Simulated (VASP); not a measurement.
# GaN: structure and properties in VASP, part 3 of 4

What structure does GaN take at this level, and what are its properties? The start is a computed cell from the Materials Project.

VASP 6.6.1; AM05; plane waves and PAW (Ga_d, N).

So far, least gap on mesh and path (eV): step 5 (bands along the symmetry lines (AM05)) 1.83. The relaxed cell has a = 4.493 Å (conventional setting).

### Step 6. Total and projected DOS (AM05)

Here the states are counted by energy and projected on the atoms. The mesh is finer than in the run before.

INCAR reads:

```
SYSTEM = GaN
PREC = Accurate
ENCUT = 520
EDIFF = 1E-06
NELM = 100
ISMEAR = -5
SIGMA = 0.05
LREAL = .FALSE.
ALGO = Normal
GGA = AM
NBANDS = 21
LORBIT = 11
LWAVE = .FALSE.
LCHARG = .FALSE.
KPAR = 2
NEDOS = 2001
```

POSCAR reads:

```
GaN
1.0
    0.0000000000      2.2464751478      2.2464751478
    2.2464751478      0.0000000000      2.2464751478
    2.2464751478      2.2464751478      0.0000000000
Ga N
1 1
Direct
    0.0000000000      0.0000000000      0.0000000000
    0.7500000000      0.7500000000      0.7500000000
```

KPOINTS reads:

```
Automatic mesh
0
Gamma
15 15 15
0 0 0
```

Potentials, in the order of the species: Ga_d and N (PBE family, release 64).

On the command line:

```console
$ mpirun -np 2 vasp_std
```

The log of the run:

```text
[... set-up lines as in an earlier step ...]
 entering main loop
       N       E                     dE             d eps       ncg     rms          rms(c)
DAV:   1     0.103607252928E+03    0.10361E+03   -0.85220E+03  6055   0.153E+03
DAV:   2    -0.498443257036E+01   -0.10859E+03   -0.99664E+02  5215   0.336E+02
DAV:   3    -0.143274925323E+02   -0.93431E+01   -0.92489E+01  5830   0.701E+01
DAV:   4    -0.144492823942E+02   -0.12179E+00   -0.12174E+00  5772   0.851E+00
DAV:   5    -0.144502632487E+02   -0.98085E-03   -0.98082E-03  6021   0.747E-01    0.720E+00
DAV:   6    -0.127004615633E+02    0.17498E+01   -0.28126E+00  7931   0.295E+01    0.272E+00
DAV:   7    -0.126959846649E+02    0.44769E-02   -0.26313E-01  5570   0.432E+00    0.175E+00
DAV:   8    -0.126847496836E+02    0.11235E-01   -0.45486E-02  5944   0.179E+00    0.725E-01
DAV:   9    -0.126813049899E+02    0.34447E-02   -0.71234E-03  6509   0.151E+00    0.201E-01
DAV:  10    -0.126816446958E+02   -0.33971E-03   -0.11706E-03  5530   0.276E-01    0.185E-01
DAV:  11    -0.126816164458E+02    0.28250E-04   -0.45714E-05  6736   0.669E-02    0.425E-02
DAV:  12    -0.126816168672E+02   -0.42142E-06   -0.36126E-06  5735   0.183E-02
   1 F= -.12681617E+02 E0= -.12681617E+02  d E =0.000000E+00
```

It took 16 s on 2 MPI ranks of Intel Xeon Platinum 8259CL at 2.50GHz (Skylake/Cascade Lake), shared host; peak memory 0.33 GiB; 29 s of CPU time.

Parts of OUTCAR (step 6):

```text
   k-points           NKPTS =    120   k-points in BZ     NKDIM =    120   number of bands    NBANDS=     21

   NELECT =      18.0000    total number of electrons

 E-fermi :   5.3154

 k-point     1 :       0.0000    0.0000    0.0000
  band No.  band energies     occupation
    ...
      5      -7.8225      2.00000
      6      -7.8225      2.00000
      7       5.2941      2.00000
      8       5.2941      2.00000
      9       5.2941      2.00000
     10       7.1287      0.00000
     11      15.5795      0.00000
     12      15.5795      0.00000
     13      15.5795      0.00000
     14      22.9218      0.00000
    ...

  Total       -0.0264452     -0.0264452     -0.0264452      0.0000000      0.0000000     -0.0000000
  in kB       -1.8686256     -1.8686256     -1.8686256      0.0000000      0.0000000     -0.0000000
  external PRESSURE =      -1.8686256 kB  Pullay stress =       0.0000000 kB

 POSITION                                       TOTAL-FORCE (eV/Angst)
 -----------------------------------------------------------------------------------
      0.00000      0.00000      0.00000        -0.000000     -0.000000     -0.000000
      3.36971      3.36971      3.36971         0.000000      0.000000      0.000000
 -----------------------------------------------------------------------------------
    total drift:                               -0.000002     -0.000002     -0.000002

  FREE ENERGIE OF THE ION-ELECTRON SYSTEM (eV)
  ---------------------------------------------------
  free  energy   TOTEN  =       -12.6816168672 eV

  energy  without entropy=      -12.6816168672  energy(sigma->0) =      -12.68161687

[... 7 parts as in an earlier step ...]

[... 9 further parts left out ...]
```

This step gave:

| Property | Result |
| --- | --- |
| irreducible k-points | 120 |
| Fermi energy | 5.315 eV |
| pressure | -0.1869 GPa |
| gap on the k-mesh | 1.835 eV |
| least direct gap on the k-mesh | 1.835 eV |

The density of states has structure finer than the step of the table below, so its rows give means over 1 eV, whole bins alone (the curve runs from -12.0 to 9.72 eV). Peaks (eV: height): total -11.3: 1.67, -5.9: 2.55, -1.1: 1.42, 7.6: 2.37; N p -5.9: 0.712, -1.1: 0.762, 6.2: 0.165, 7.6: 0.627; Ga p -4.0: 0.169, -2.7: 0.248, 4.9: 0.112, 7.6: 0.181; Ga d -11.3: 0.846, -1.1: 0.117, 7.6: 0.160; Ga s -5.9: 0.899, 7.6: 0.645.

States under -12.0 eV and over 9.7 eV are left out. The density of states by energy, zero at the valence-band top; means over each step; values in states/eV/cell:

```tsv
energy (eV)	total	N p	Ga p	Ga d	Ga s	N s
-11	0.518	0.00134	0.0275	0.265	0.00845	0.150
-10	0	0	0	0	0	0
-9	0	0	0	0	0	0
-8	0	0	0	0	0	0
-7	0.162	0.0420	0.0167	0.00229	0.0409	0.00233
-6	1.10	0.301	0.0637	0.0347	0.345	0.0286
-5	0.372	0.103	0.0266	0.0261	0.0825	0.0291
-4	0.682	0.236	0.110	0.0363	0.0523	0.0213
-3	1.07	0.438	0.190	0.0516	0.0479	0.0172
-2	1.33	0.628	0.221	0.0803	0.0279	0.0111
-1	1.11	0.597	0.143	0.0948	0.00878	0.00438
0	0.175	0.103	0.0133	0.0208	4.6e-4	3.1e-4
1	0	0	0	0	0	0
2	0.00499	5.9e-4	6.9e-5	4.0e-5	0.00103	0.00145
3	0.0461	0.00793	0.00265	9.9e-4	0.00719	0.0103
4	0.283	0.0388	0.0402	0.0185	0.0230	0.0374
5	0.780	0.117	0.104	0.0457	0.0975	0.0915
6	0.801	0.140	0.0968	0.0683	0.104	0.0604
7	0.564	0.127	0.0425	0.0439	0.143	0.0134
8	1.30	0.346	0.132	0.0841	0.311	0.0159
9	0.239	0.0394	0.0696	0.0102	0.0323	9.0e-4
```

The gap on this mesh is 1.83 eV. In the top eV of the valence band the largest shares in the PAW spheres are N p 56 %, Ga p 10 % and Ga d 10 %; in the lowest eV of the conduction band, N s 27 %, Ga s 20 % and N p 14 %. The rest lies in smaller channels or between the spheres.

### Step 7. Dielectric tensor and Born charges (AM05)

The response to a static field gives the electronic dielectric tensor and the Born charges. It needs tightly converged orbitals, hence the small EDIFF.

INCAR reads:

```
SYSTEM = GaN
PREC = Accurate
ENCUT = 520
EDIFF = 1E-08
NELM = 100
ISMEAR = 0
SIGMA = 0.01
LREAL = .FALSE.
ALGO = Normal
GGA = AM
NBANDS = 15
LORBIT = 11
LWAVE = .FALSE.
LCHARG = .FALSE.
KPAR = 2
LEPSILON = .TRUE.
```

POSCAR is that of step 6.

KPOINTS reads:

```
Automatic mesh
0
Gamma
19 19 19
0 0 0
```

On the command line:

```console
$ mpirun -np 2 vasp_std
```

The log of the run:

```text
[... set-up lines as in an earlier step ...]
 entering main loop
       N       E                     dE             d eps       ncg     rms          rms(c)
DAV:   1     0.819906530619E+02    0.81991E+02   -0.94318E+03  7348   0.216E+03
DAV:   2    -0.845380744237E+01   -0.90444E+02   -0.84438E+02  7573   0.338E+02
DAV:   3    -0.143760163742E+02   -0.59222E+01   -0.58952E+01  7370   0.750E+01
DAV:   4    -0.144492784230E+02   -0.73262E-01   -0.73241E-01  8431   0.901E+00
DAV:   5    -0.144502512620E+02   -0.97284E-03   -0.97283E-03  7759   0.928E-01    0.720E+00
DAV:   6    -0.126996106423E+02    0.17506E+01   -0.43833E+00  9928   0.412E+01    0.272E+00
DAV:   7    -0.126953970897E+02    0.42136E-02   -0.27757E-01  7391   0.607E+00    0.175E+00
DAV:   8    -0.126847891364E+02    0.10608E-01   -0.52541E-02  7370   0.288E+00    0.702E-01
DAV:   9    -0.126813996228E+02    0.33895E-02   -0.12802E-02  9992   0.259E+00    0.176E-01
DAV:  10    -0.126816586034E+02   -0.25898E-03   -0.14716E-03  7567   0.590E-01    0.972E-02
DAV:  11    -0.126816117237E+02    0.46880E-04   -0.17238E-04  9675   0.215E-01    0.604E-03
DAV:  12    -0.126816165953E+02   -0.48716E-05   -0.19984E-05  7595   0.528E-02    0.575E-03
DAV:  13    -0.126816165543E+02    0.41067E-07   -0.69183E-07  8394   0.149E-02    0.263E-03
DAV:  14    -0.126816165002E+02    0.54065E-07   -0.44565E-08  7976   0.209E-03    0.180E-04
DAV:  15    -0.126816164922E+02    0.79849E-08   -0.53066E-09  6051   0.704E-04
   1 F= -.12681616E+02 E0= -.12681616E+02  d E =-.321074E-32
 Linear response reoptimize wavefunctions to high precision
DAV:   1    -0.126816164999E+02   -0.76334E-08   -0.51152E-10  5211   0.323E-04
DAV:   2    -0.126816164999E+02   -0.20918E-10   -0.10838E-10  4308   0.111E-04
 Linear response G [H, r] |phi>, progress :
  Direction:   1
       N       E                     dE             d eps       ncg     rms
 LRF_COMMUTATOR internal error: the vector H(1)-e(1) S(1) |phi(0)> is not orthog
 onal to |phi(0)> (1.042994406632303E-004,-3.885780586188048E-015)
 LRF_COMMUTATOR internal error: the vector H(1)-e(1) S(1) |phi(0)> is not orthog
 onal to |phi(0)> (-1.175291085110802E-004,-2.204573329445125E-014)
 LRF_COMMUTATOR internal error: the vector H(1)-e(1) S(1) |phi(0)> is not orthog
 onal to |phi(0)> (-1.036624083729717E-004,-5.904998712225051E-015)
 LRF_COMMUTATOR internal error: the vector H(1)-e(1) S(1) |phi(0)> is not orthog
 onal to |phi(0)> (-1.222990613660383E-004,-4.874572967494828E-015)
RMM:   1    -0.452305276455E+02   -0.45231E+02   -0.33645E+00  8047   0.270E+02
 LRF_COMMUTATOR internal error: the vector H(1)-e(1) S(1) |phi(0)> is not orthog
 onal to |phi(0)> (1.042994406632303E-004,-3.885780586188048E-015)
 LRF_COMMUTATOR internal error: the vector H(1)-e(1) S(1) |phi(0)> is not orthog
 onal to |phi(0)> (-1.175291085110802E-004,-2.204573329445125E-014)
 LRF_COMMUTATOR internal error: the vector H(1)-e(1) S(1) |phi(0)> is not orthog
 onal to |phi(0)> (-1.036624083729717E-004,-5.904998712225051E-015)
 LRF_COMMUTATOR internal error: the vector H(1)-e(1) S(1) |phi(0)> is not orthog
 onal to |phi(0)> (-1.222990613660383E-004,-4.874572967494828E-015)
RMM:   2    -0.480954418249E+02   -0.28649E+01   -0.74808E+01 13006   0.587E+01
 LRF_COMMUTATOR internal error: the vector H(1)-e(1) S(1) |phi(0)> is not orthog
 onal to |phi(0)> (1.042994406632303E-004,-3.885780586188048E-015)
 LRF_COMMUTATOR internal error: the vector H(1)-e(1) S(1) |phi(0)> is not orthog
 onal to |phi(0)> (-1.175291085110802E-004,-2.204573329445125E-014)
 LRF_COMMUTATOR internal error: the vector H(1)-e(1) S(1) |phi(0)> is not orthog
 onal to |phi(0)> (-1.036624083729717E-004,-5.904998712225051E-015)
 LRF_COMMUTATOR internal error: the vector H(1)-e(1) S(1) |phi(0)> is not orthog
 onal to |phi(0)> (-1.222990613660383E-004,-4.874572967494828E-015)
RMM:   3    -0.493023312934E+02   -0.12069E+01   -0.32205E+00 13489   0.165E+01
RMM:   4    -0.493721258301E+02   -0.69795E-01   -0.21420E-01 14422   0.360E+00
RMM:   5    -0.493730802819E+02   -0.95445E-03   -0.30930E-02 14741   0.762E-01
RMM:   6    -0.493720904420E+02    0.98984E-03   -0.11286E-02 14772   0.228E-01
RMM:   7    -0.493710493344E+02    0.10411E-02    0.94774E-05 15007   0.725E-02
RMM:   8    -0.493713012122E+02   -0.25188E-03   -0.22758E-03 15000   0.244E-02
RMM:   9    -0.493710722798E+02    0.22893E-03    0.41250E-05 15018   0.819E-03
RMM:  10    -0.493711095646E+02   -0.37285E-04   -0.32835E-04 14371   0.314E-03
RMM:  11    -0.493710750641E+02    0.34500E-04    0.17004E-05 13245   0.156E-03
RMM:  12    -0.493710806778E+02   -0.56137E-05   -0.39130E-05 11823   0.101E-03
RMM:  13    -0.493710763556E+02    0.43222E-05    0.42649E-06 10189   0.826E-04
RMM:  14    -0.493710769222E+02   -0.56659E-06   -0.22445E-06  8620   0.787E-04
RMM:  15    -0.493710764519E+02    0.47027E-06    0.48312E-06  7541   0.784E-04
RMM:  16    -0.493710764410E+02    0.10932E-07    0.79194E-06  7000   0.785E-04
 Linear response G [H, r] |phi>, progress :
  Direction:   2
       N       E                     dE             d eps       ncg     rms
RMM:   1    -0.455232440717E+02   -0.45523E+02   -0.29627E+01  7924   0.268E+02
RMM:   2    -0.488881145777E+02   -0.33649E+01   -0.68070E+01 12972   0.585E+01
RMM:   3    -0.501905018408E+02   -0.13024E+01   -0.31947E+00 13429   0.167E+01
RMM:   4    -0.502586492515E+02   -0.68147E-01   -0.21653E-01 14317   0.345E+00
RMM:   5    -0.502580221317E+02    0.62712E-03   -0.29185E-02 14657   0.758E-01
RMM:   6    -0.502572121339E+02    0.81000E-03   -0.11401E-02 14719   0.223E-01
RMM:   7    -0.502561423994E+02    0.10697E-02    0.22672E-04 14921   0.697E-02
RMM:   8    -0.502564008298E+02   -0.25843E-03   -0.22350E-03 15003   0.225E-02
RMM:   9    -0.502561829906E+02    0.21784E-03   -0.42364E-05 14885   0.786E-03
RMM:  10    -0.502562186203E+02   -0.35630E-04   -0.39680E-04 14364   0.298E-03
RMM:  11    -0.502561831558E+02    0.35465E-04   -0.41949E-05 13277   0.150E-03
RMM:  12    -0.502561940238E+02   -0.10868E-04   -0.15061E-04 11669   0.973E-04
RMM:  13    -0.502561889630E+02    0.50608E-05   -0.99894E-05 10005   0.832E-04
RMM:  14    -0.502561904956E+02   -0.15326E-05   -0.11646E-04  8457   0.784E-04
RMM:  15    -0.502561899317E+02    0.56385E-06   -0.10291E-04  7537   0.778E-04
RMM:  16    -0.502561899783E+02   -0.46632E-07   -0.96738E-05  7096   0.773E-04
 Linear response G [H, r] |phi>, progress :
  Direction:   3
       N       E                     dE             d eps       ncg     rms
 LRF_COMMUTATOR internal error: the vector H(1)-e(1) S(1) |phi(0)> is not orthog
 onal to |phi(0)> (1.037067784046553E-004,-1.254552017826427E-014)
[...]
RMM:   5    -0.412120156677E+02    0.16087E-02   -0.10129E-02 14870   0.675E-01
RMM:   6    -0.412119051828E+02    0.11048E-03   -0.73532E-04 14669   0.180E-01
RMM:   7    -0.412119043426E+02    0.84014E-06   -0.10692E-04 15044   0.553E-02
RMM:   8    -0.412119020556E+02    0.22870E-05   -0.12296E-05 14902   0.166E-02
RMM:   9    -0.412119019667E+02    0.88907E-07   -0.35375E-06 14813   0.566E-03
RMM:  10    -0.412119017799E+02    0.18683E-06   -0.67533E-07 14056   0.221E-03
RMM:  11    -0.412119017724E+02    0.75041E-08   -0.42030E-07 12375   0.105E-03
RMM:  12    -0.412119017467E+02    0.25681E-07   -0.42313E-07 10605   0.668E-04
RMM:  13    -0.412119017545E+02   -0.78352E-08   -0.44259E-07  9054   0.533E-04
RMM:  14    -0.412119017504E+02    0.40993E-08   -0.30255E-07  7844   0.503E-04
RMM:  15    -0.412119017516E+02   -0.11972E-08   -0.41670E-07  7042   0.497E-04
RMM:  16    -0.412119017520E+02   -0.36378E-09   -0.30918E-07  6532   0.502E-04
 Linear response to external field (no local field effect), progress :
  Direction:   1
       N       E                     dE             d eps       ncg     rms          rms(c)
RMM:   1    -0.432645618696E-01   -0.43265E-01    0.21556E+00  7149   0.810E+00
RMM:   2    -0.357898262596E+00   -0.31463E+00   -0.35172E-02 13649   0.157E+00
RMM:   3    -0.359787291053E+00   -0.18890E-02   -0.52551E-03 13819   0.382E-01
RMM:   4    -0.359814564135E+00   -0.27273E-04   -0.12891E-04 14277   0.933E-02
RMM:   5    -0.359816054206E+00   -0.14901E-05   -0.81896E-06 14158   0.230E-02
RMM:   6    -0.359816222061E+00   -0.16785E-06   -0.78733E-07 14314   0.711E-03
RMM:   7    -0.359816230241E+00   -0.81806E-08   -0.40826E-08 13948   0.234E-03
 change of polarisation eV/A/(eV/A) component  1 :     0.720     0.317     0.073
 dielectric tensor                  component  1 :     6.743     2.531     0.584
 Linear response to external field (no local field effect), progress :
  Direction:   2
       N       E                     dE             d eps       ncg     rms          rms(c)
RMM:   1    -0.481648282776E-01   -0.48165E-01    0.20594E+00  7137   0.775E+00
RMM:   2    -0.375310997764E+00   -0.32715E+00   -0.32794E-02 13622   0.157E+00
RMM:   3    -0.377178947474E+00   -0.18679E-02   -0.52192E-03 13867   0.384E-01
RMM:   4    -0.377208043977E+00   -0.29097E-04   -0.12083E-04 14223   0.894E-02
RMM:   5    -0.377209603405E+00   -0.15594E-05   -0.82277E-06 14209   0.233E-02
RMM:   6    -0.377209856951E+00   -0.25355E-06   -0.82359E-07 14267   0.720E-03
RMM:   7    -0.377209869104E+00   -0.12153E-07   -0.18362E-09 14042   0.240E-03
RMM:   8    -0.377209882218E+00   -0.13114E-07   -0.96093E-09 12557   0.842E-04
RMM:   9    -0.377209882264E+00   -0.46675E-10    0.50121E-09 10158   0.312E-04
 change of polarisation eV/A/(eV/A) component  2 :     0.317     0.754    -0.117
 dielectric tensor                  component  2 :     2.531     7.021    -0.933
 Linear response to external field (no local field effect), progress :
  Direction:   3
       N       E                     dE             d eps       ncg     rms          rms(c)
RMM:   1    -0.496758970145E-01   -0.49676E-01    0.97128E-01  7142   0.629E+00
RMM:   2    -0.197848692721E+00   -0.14817E+00   -0.25537E-02 13628   0.140E+00
RMM:   3    -0.199244042442E+00   -0.13953E-02   -0.34185E-03 13662   0.387E-01
RMM:   4    -0.199349145200E+00   -0.10510E-03   -0.19927E-04 14061   0.102E-01
RMM:   5    -0.199356738753E+00   -0.75936E-05   -0.15980E-05 14087   0.257E-02
RMM:   6    -0.199356886402E+00   -0.14765E-06   -0.10877E-06 14089   0.732E-03
RMM:   7    -0.199356897541E+00   -0.11139E-07   -0.87308E-08 13618   0.224E-03
RMM:   8    -0.199356900101E+00   -0.25595E-08   -0.16996E-08 11971   0.734E-04
 change of polarisation eV/A/(eV/A) component  3 :     0.073    -0.117     0.399
 dielectric tensor                  component  3 :     0.586    -0.934     4.182
 Linear response to external field, progress :
  Direction:   1
       N       E                     dE             d eps       ncg     rms          rms(c)
RMM:   1    -0.470191037906E-01   -0.47019E-01    0.17289E+00 32439   0.738E+00
RMM:   2    -0.310345911726E+00   -0.26333E+00   -0.31094E-02 61980   0.151E+00    0.854E-01
RMM:   3    -0.308101255655E+00    0.22447E-02   -0.46549E-03 61114   0.567E-01    0.496E-01
RMM:   4    -0.321714998829E+00   -0.13614E-01   -0.44865E-03 60329   0.585E-01    0.439E-02
RMM:   5    -0.321912688441E+00   -0.19769E-03   -0.18930E-04 63253   0.127E-01    0.337E-02
RMM:   6    -0.322655675288E+00   -0.74299E-03   -0.24768E-05 58565   0.461E-02    0.762E-03
RMM:   7    -0.322750384748E+00   -0.94709E-04    0.10943E-06 63591   0.120E-02    0.228E-03
RMM:   8    -0.322745348290E+00    0.50365E-05   -0.23130E-07 62205   0.415E-03    0.451E-04
RMM:   9    -0.322762678160E+00   -0.17330E-04    0.16426E-07 63438   0.109E-03    0.109E-04
RMM:  10    -0.322761289978E+00    0.13882E-05    0.41953E-08 62430   0.381E-04    0.535E-05
RMM:  11    -0.322760600242E+00    0.68974E-06    0.28858E-08 53290   0.118E-04    0.133E-05
RMM:  12    -0.322760764286E+00   -0.16404E-06    0.83945E-09 24301   0.522E-05    0.160E-06
 change of polarisation eV/A/(eV/A) component  1 :     0.603     0.102     0.056
 dielectric tensor                  component  1 :     5.814     0.812     0.444
 Linear response to external field, progress :
  Direction:   2
       N       E                     dE             d eps       ncg     rms          rms(c)
RMM:   1    -0.470676953349E-01   -0.47068E-01    0.17284E+00 32439   0.738E+00
RMM:   2    -0.310347186090E+00   -0.26328E+00   -0.31099E-02 61992   0.151E+00    0.854E-01
RMM:   3    -0.308101650372E+00    0.22455E-02   -0.46599E-03 61109   0.567E-01    0.496E-01
RMM:   4    -0.321715157595E+00   -0.13614E-01   -0.44812E-03 60323   0.585E-01    0.439E-02
RMM:   5    -0.321913431716E+00   -0.19827E-03   -0.18909E-04 63276   0.127E-01    0.337E-02
RMM:   6    -0.322655798864E+00   -0.74237E-03   -0.25722E-05 58551   0.461E-02    0.763E-03
RMM:   7    -0.322751150120E+00   -0.95351E-04   -0.56903E-08 63610   0.120E-02    0.227E-03
RMM:   8    -0.322745923643E+00    0.52265E-05   -0.33230E-07 62198   0.415E-03    0.453E-04
RMM:   9    -0.322763433867E+00   -0.17510E-04    0.79032E-08 63441   0.109E-03    0.107E-04
RMM:  10    -0.322761809469E+00    0.16244E-05    0.19535E-08 62463   0.378E-04    0.524E-05
RMM:  11    -0.322761201667E+00    0.60780E-06    0.38873E-08 53209   0.119E-04    0.132E-05
RMM:  12    -0.322761343051E+00   -0.14138E-06    0.13240E-08 24481   0.514E-05    0.106E-06
 change of polarisation eV/A/(eV/A) component  2 :     0.063     0.603     0.067
 dielectric tensor                  component  2 :     0.499     5.814     0.535
 Linear response to external field, progress :
  Direction:   3
       N       E                     dE             d eps       ncg     rms          rms(c)
RMM:   1    -0.470654169372E-01   -0.47065E-01    0.17285E+00 32439   0.738E+00
RMM:   2    -0.310346420873E+00   -0.26328E+00   -0.31101E-02 61985   0.151E+00    0.854E-01
RMM:   3    -0.308102006936E+00    0.22444E-02   -0.46622E-03 61113   0.567E-01    0.496E-01
RMM:   4    -0.321714909099E+00   -0.13613E-01   -0.44848E-03 60326   0.585E-01    0.439E-02
RMM:   5    -0.321913471018E+00   -0.19856E-03   -0.19232E-04 63262   0.127E-01    0.337E-02
RMM:   6    -0.322656032622E+00   -0.74256E-03   -0.25895E-05 58565   0.460E-02    0.762E-03
RMM:   7    -0.322751105144E+00   -0.95073E-04   -0.90250E-08 63617   0.120E-02    0.227E-03
RMM:   8    -0.322745944220E+00    0.51609E-05   -0.37253E-07 62181   0.414E-03    0.452E-04
RMM:   9    -0.322763394993E+00   -0.17451E-04    0.76848E-08 63441   0.109E-03    0.107E-04
RMM:  10    -0.322761829597E+00    0.15654E-05    0.19988E-08 62442   0.378E-04    0.523E-05
RMM:  11    -0.322761217647E+00    0.61195E-06    0.40420E-08 53191   0.118E-04    0.132E-05
RMM:  12    -0.322761354550E+00   -0.13690E-06    0.13180E-08 24349   0.516E-05    0.104E-06
 change of polarisation eV/A/(eV/A) component  3 :     0.053     0.104     0.603
 dielectric tensor                  component  3 :     0.423     0.833     5.814
 Born effective charges drift removed
```

The job ended after 7.9 min (2 MPI ranks; peak memory 1.6 GiB).

[end of part 3 of 4]

[Lines on the potential files, build, host, timing and source positions are cut from VASP's logs without a mark.]

[Logs are printed without paths, hosts, clocks, repeated set-up lines and the standing remarks that a program may print on its own settings, such as how far it seeks lower states.]

[Hosts, paths, dates, database ids (printed as entryN), source tags and the programs' standing remarks are cut or masked in the printed files.]

[A measured line is paired with the nearest computed mode of its activity, which favours agreement.]

[In band tables of VASP the shares of atoms and orbitals are scaled to a sum of 1 inside the atoms' spheres.]
